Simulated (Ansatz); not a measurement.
## NaH: moving Na off its site

NaH, Fm-3m, a = 4.880 Å (as given, not relaxed at this level: -2.6 GPa). Ansatz: LDA, PAW, 420 eV, Γ-centred 8×8×8 mesh on 2 atoms, Gaussian smearing 0.05 eV; no spin polarisation.

```
Na H
1.0
     0.00000    2.44000    2.44000
     2.44000    0.00000    2.44000
     2.44000    2.44000    0.00000
Na H
1 1
Direct
  0.00000 0.00000 0.00000
  0.50000 0.50000 0.50000
```

Atom 1 (Na) moves by x along the unit vector (0.000, 1.000, 0.000), with its periodic images; all else is held. y is the free energy of the cell over the start, F the force along the path summed over the moved atoms. Symmetry makes y even in x.

```
  x (Å) y (meV) F (eV/Å)
-0.3000        ?         ?
-0.1500     8.10      0.11
 0.0000     0.00      0.00
 0.0375     0.48     -0.03
 0.0750     1.95     -0.05
 0.1125     4.46     -0.08
 0.1875    13.01     -0.15
 0.2250    19.35     -0.19
 0.2625    27.35     -0.24
```

Problem. Fit y = c2 x² + c4 x⁴ to the energies of the other rows, give the force constant, and predict energy and force of the missing row.

Solution. Least squares on the rows shown. y = 342.05 x² + 795.74 x⁴. The force constant is 2 c2 = 0.684 eV/Å², for the cell as given, at -2.6 GPa (for all images moving together, not for a lone atom). With two atoms in a cubic cell this is the optical mode at Γ without the LO field: ω = 521.5 √(2 c2/μ) = 439 cm⁻¹ for μ = 0.97 u. The force −dy/dx at the missing row is 0.29 eV/Å (computed 0.29). At x = -0.3000 the fit asked for gives 37.23 meV. The run gave 37.25 meV, so the fit is 0.02 meV too low, a small miss on the scale of the series.